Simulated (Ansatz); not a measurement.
**Bi2Se3 (R-3m) under several functionals**

**Experimental background.**

“Structural and magneto-transport studies of iron intercalated Bi2Se3 single crystals”, 2020, arxiv:2002.03609 reports, for a powder of Bi2Se3 at 300 K: lattice constant a 4.1375 ± 0.0006 Å.

“Crystal Growth and Magneto-transport of Bi2Se3 Single crystals”, 2017, arxiv:1701.06280 reports, for a powder of Bi2Se3 at 300 K: lattice constant c 28.701 ± 0.0007 Å.

Plane-wave DFT in Ansatz with scalar-relativistic PAW potentials. The same structure was relaxed (cell and atoms, symmetry kept) in separate runs at each level. No spin polarisation.

Task: How do the levels PBE, PBEsol, r2SCAN compare?

Result:
| level | cutoff (eV) | k mesh | V (Å³/atom) | a (Å) | c (Å) | gap (eV) |
| --- | --- | --- | --- | --- | --- | --- |
| PBEsol | 420 | 12×12×12 | 28.177 | 4.130 | 28.609 | 0.12 |
| r2SCAN | 500 | 6×6×6 | 30.184 | 4.163 | 30.169 | 0.82 |
| PBE | 420 | 12×12×12 | 31.930 | 4.189 | 31.514 | 0.70 |

The usual order of volumes, PBEsol < PBE, holds here (28.177, 31.930 Å³/atom). As a rule PBEsol, built on the gradient expansion of slowly varying densities, lies between LDA and PBE; PBE's stronger gradient term for exchange weakens bonds. r2SCAN lies 5.5 % under PBE in volume. Each gap belongs to its own cell, so it mixes the functional's effect with that of the volume; gaps are the least found on the k mesh or on a band path.

For PBE: Against the measured lattice constant a of Bi2Se3, 4.1375 Å (300 K; powder; “Structural and magneto-transport studies of iron intercalated Bi2Se3 single crystals”, 2020, arxiv:2002.03609), the calculated 4.189 Å is off by +1.2 %. 4 values of this kind are on record (4.1265 to 4.1375 Å); this one was drawn at random among those near their median, those with a stated uncertainty first. Measured lattice constant c of Bi2Se3: 28.701 Å (300 K; powder; “Crystal Growth and Magneto-transport of Bi2Se3 Single crystals”, 2017, arxiv:1701.06280). This calculation gives 31.514 Å (+9.8 %). So large a difference can come from the functional (as between layers that it hardly binds), but also from another choice of axes, another phase or a misread value. 3 values of this kind are on record (28.6307 to 28.701 Å); this one was drawn at random among those near their median, those with a stated uncertainty first. A miss of over 4 % is beyond the usual error for strongly bound crystals; weak bonds between layers or molecules, another minimum of the same symmetry, another phase or composition in the sample, or a faulty compiled value are the usual causes, and none was traced here. The calculations are for 0 K without zero-point motion.

Spin-orbit coupling is left out, which matters for the bands of heavy elements. Each cell of Bi2Se3 holds layers, and where no dispersion correction was added their binding is poorly described.